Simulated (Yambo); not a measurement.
A run of Yambo 5.3.0 is set up as follows.

Contents of eels2.in:

```
optics
chi
Chimod= "HARTREE"
% BndsRnXd
 1 | 44 |
%
NGsBlkXd= 3 Ry
% LongDrXd
 1 | 1 | 1 |
%
% QpntsRXd
 4 | 4 |
%
% EnRngeXd
 0 | 50 | eV
%
% DmRngeXd
 0.3 | 0.3 | eV
%
ETStpsXd= 250
```

The input scf.in:

```
&CONTROL
  calculation = 'scf'
  prefix = 'pwscf'
  outdir = './tmp'
  pseudo_dir = './pseudo'
/
&SYSTEM
  ibrav = 0
  nat = 2
  ntyp = 2
  ecutwfc = 84
  nbnd = 21
  occupations = 'smearing'
  smearing = 'fd'
  degauss = 0.00367493
  force_symmorphic = .true.
/
&ELECTRONS
  conv_thr = 4d-10
  electron_maxstep = 120
  mixing_beta = 0.5
/
ATOMIC_SPECIES
As    74.9216 As.upf
Ga    69.7230 Ga.upf
CELL_PARAMETERS angstrom
   0.0000000000    2.8268500000    2.8268500000
   2.8268500000    0.0000000000    2.8268500000
   2.8268500000    2.8268500000    0.0000000000
ATOMIC_POSITIONS crystal
As     0.7500000000    0.7500000000    0.7500000000
Ga     0.0000000000    0.0000000000    0.0000000000
K_POINTS automatic
12 12 12 0 0 0
```

nscf.in

```
&CONTROL
  calculation = 'nscf'
  prefix = 'pwscf'
  outdir = './tmp'
  pseudo_dir = './pseudo'
/
&SYSTEM
  ibrav = 0
  nat = 2
  ntyp = 2
  ecutwfc = 84
  nbnd = 44
  occupations = 'fixed'
  force_symmorphic = .true.
/
&ELECTRONS
  conv_thr = 1d-08
  diago_full_acc = .true.
  diago_thr_init = 1d-06
/
ATOMIC_SPECIES
As    74.9216 As.upf
Ga    69.7230 Ga.upf
CELL_PARAMETERS angstrom
   0.0000000000    2.8268500000    2.8268500000
   2.8268500000    0.0000000000    2.8268500000
   2.8268500000    2.8268500000    0.0000000000
ATOMIC_POSITIONS crystal
As     0.7500000000    0.7500000000    0.7500000000
Ga     0.0000000000    0.0000000000    0.0000000000
K_POINTS automatic
12 12 12 0 0 0
```

Potentials or basis: PseudoDojo 0.4.1 SR PBE standard.

The run is started by

```console
$ OMP_NUM_THREADS=1 pw.x -in scf.in > scf.out
$ OMP_NUM_THREADS=1 pw.x -in nscf.in > nscf.out
$ cd tmp/pwscf.save; p2y; mv SAVE ../..; cd ../..
$ OMP_NUM_THREADS=1 yambo
$ OMP_NUM_THREADS=1 yambo -F eels2.in -J eels2 -C eels2_out
```

(1) What does it give for the peak of the energy-loss function?

(2) Estimate the band gap on the k mesh, mean-field level.

Answers

(1) 16.3 eV.

(2) 0.52 eV, direct.

**Experimental background.**

“Evidence of valence band perturbations in GaAsN/GaAs(001): A combined variable-angle spectroscopic ellipsometry and modulated photoreflectance investigation”, 2008, arxiv:0805.2212 reports, for a bulk crystal of GaAs at 300 K: band gap 1.412 ± 0.01 eV (direct).

Against the measured gap of GaAs, 1.412 eV (direct; 300 K; “Evidence of valence band perturbations in GaAsN/GaAs(001): A combined variable-angle spectroscopic ellipsometry and modulated photoreflectance investigation”, 2008, arxiv:0805.2212), the calculated 0.52 eV is off by -0.90 eV. 3 values of this kind are on record (1.412 to 1.51 eV); this one was drawn at random among those near their median, those with a stated uncertainty first. Spin-orbit coupling on As, Ga is left out. The value is that of PBE on a finite k mesh, which can miss the band edges, without temperature or zero-point motion. Semilocal functionals fall short of measured gaps as a rule.
